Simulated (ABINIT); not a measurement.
Pt, 1 atom in the cell. The typed cell holds 1 atom: a = 2.743 Å, b = 2.761 Å, c = 2.721 Å, α = 109.34°, β = 109.59°, γ = 109.30°. This isn't the form of Pt at room conditions, which is fcc.

| Item | Value |
| --- | --- |
| Program | ABINIT 10.8.3 (patched build) |
| Task | single point |
| Functional | PBE |
| Potentials or basis | JTH PAW PBE v2.0 |
| Cutoff | 435 eV |
| k mesh | 12 × 12 × 12 |
| Occupations | fermi-dirac, width 0.05 eV |
| Spin | no spin polarisation |
| Fine-grid cutoff | 870.764 eV |

Potentials or basis: JTH PAW PBE v2.0.

The run is started by

```console
$ abinit run.abi > log 2>&1
```

Hardware: 1 thread of Arm Neoverse V1, on a shared host.

**Question.** How long does it take, and how much memory?

**Answer.** Run time: 2.4 min on 1 thread of Arm Neoverse V1 (shared host), peak memory 0.2 GiB. Counts: scf iterations 27, mpi ranks 1, k points 868, bands 9, plane waves 342.
